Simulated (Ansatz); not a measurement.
The elements of this relaxed trial crystal are hidden behind letters.

```
lattice vectors (Å)
   0.0000    4.1972    4.1972
   4.1972    0.0000    4.1972
   4.1972    4.1972    0.0000
fractional positions
X 0.2500 0.2500 0.2500
X 0.0000 0.0000 0.0000
Z 0.1250 0.1250 0.1250
Z 0.1250 0.1250 0.6250
Z 0.1250 0.6250 0.1250
Z 0.6250 0.1250 0.1250
```

These are results of DFT PBE, scalar-relativistic, plane waves, PAW (Ansatz), not measurements. Plane waves to 420 eV, a 6×6×6 mesh through Γ for the 6-atom cell and 0.02 eV Gaussian smearing; no spin polarisation.

```
Space group                              : Fd-3m (No. 227)
Conventional cell                        : a = 8.394 Å
Volume per atom                          : 24.65 Å³
Density                                  : 1.79 g/cm³
Formation energy                         : −3.027 eV/atom
Gap on the 6×6×6 mesh of the 6-atom cell : 3.27 eV
```

Energies are uncorrected and count from the elements' standard states at the same level.

Problem. X is a d-block element of period 4 and Z is a p-block element of period 2. Which elements are they?

Solution. X = Ti, Z = O, so the formula is TiO2, here in the beta-cristobalite type. Density times volume gives a mean mass of 1.79 × 24.65/1.6605 = 26.6 u per atom, and this set has 26.6 u. Ti is surrounded by 4 O at 1.82 Å; O has 2 Ti at 1.82 Å. Other sets within the hints have nearly the same mass, so mass alone doesn't settle it; this one was computed.

Kohn–Sham gaps at this level usually fall short of measured ones. Symmetry constrained the relaxation, so the result can be a saddle point.
